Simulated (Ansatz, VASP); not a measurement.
**MgO in VASP and in Ansatz**

```
CELL_PARAMETERS angstrom
2.93802 0.00000 0.00000
-1.46901 2.54440 0.00000
0.00000 0.00000 2.67968
ATOMIC_POSITIONS crystal
Mg 0.00000 0.00000 0.00000
O 0.33333 0.66667 0.50000
```

Measurements of this composition are mostly on another form, of space group No. 225.

Alike in both runs: task single point; functional PBE; k mesh 6 × 6 × 6; occupations gaussian, width 0.1 eV; no spin polarisation.

|  | VASP | Ansatz |
| --- | --- | --- |
| version | VASP 6.6.1 | Ansatz 0.2.0 |
| potentials or method | VASP PAW PBE potentials, release 64 (Mg, O) | scalar-relativistic, plane waves, PAW |
| plane-wave cutoff (eV) | 520 | 420 |
| valence electrons in the cell | 8 | 16 |

|  | VASP | Ansatz | Ansatz less VASP |
| --- | --- | --- | --- |
| gap on the k mesh at the Fermi level (eV) | 3.00 | 3.02 | +0.021 |
| least direct gap on the mesh (eV) | 3.40 | 3.42 | +0.018 |
| pressure (GPa) | -0.7 | 0.0 | +0.64 |

The two sets of potentials don't hold the same shells in valence.

A k mesh can miss the band edges.
